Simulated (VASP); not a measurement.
Wanted: the native input for a VASP 6.6.1 run.

* Task: relaxation of the atoms
* Functional: PBE
* Potentials or basis: VASP PAW PBE potentials, release 64 (Ru_pv)
* Cutoff: 520 eV
* k mesh: 14 × 14 × 1
* Occupations: methfessel-paxton, width 0.1 eV
* Spin: no spin polarisation
* Dipole correction: yes
* Atoms held fixed (from 0): [0]
* Further INCAR settings: ALGO = Fast; EDIFF = 1e-06; IBRION = 2; EDIFFG = -0.02; NSW = 90

The structure of Ru lies in POSCAR:

```
Ru
1.0
    2.7193470000      0.0000000000      0.0000000000
   -1.3596735000      2.3550235400      0.0000000000
    0.0000000000      0.0000000000     21.2445491100
Ru
4
Selective dynamics
Direct
    0.3333330000      0.6666670000      0.3483246400  F F F
    0.6666670000      0.3333330000      0.4494415500  T T T
    0.3333330000      0.6666670000      0.5505584500  T T T
    0.6666670000      0.3333330000      0.6516753600  T T T
```

The cell was built by a generator and needn't be a form met in nature.

The input as run:

INCAR

```
PREC     = Accurate       # precision mode
ENCUT    = 520            # plane-wave cutoff, eV
EDIFF    = 1E-6           # SCF threshold, eV
ISMEAR   = 1              # smearing method
SIGMA    = 0.1            # smearing width, eV
LREAL    = False          # projectors in reciprocal space
LASPH    = True           # aspherical terms in the spheres
NELM     = 120            # most SCF steps
ALGO     = Fast           # electronic algorithm
ISIF     = 2              # what is computed and relaxed
LWAVE    = False          # write WAVECAR
LCHARG   = False          # write CHGCAR
LDIPOL   = True         
IDIPOL   = 3            
DIPOL    = 0.5 0.5 0.500
GGA      = PE             # functional
IBRION   = 2              # ionic algorithm
NSW      = 90             # ionic steps
EDIFFG   = -0.02          # ionic threshold
```

KPOINTS

```
Automatic mesh
0
Gamma
  14 14 1
```

Potentials or basis: VASP PAW PBE potentials, release 64 (Ru_pv).

Run with:

```bash
$ cat potpaw_PBE.64/Ru_pv/POTCAR > POTCAR
$ mpirun -np 1 vasp_std > vasp.out
```

It gave:

| Quantity | Value |
| --- | --- |
| Energy gained by relaxing | 13.4 meV/atom |
| Ionic steps | 10 |
| Band gap on the k mesh | none (metal or under the smearing width) |

Run time: 9 min on 1 thread of AMD EPYC 9R45 (Zen 5) (shared host), peak memory 0.26 GiB.
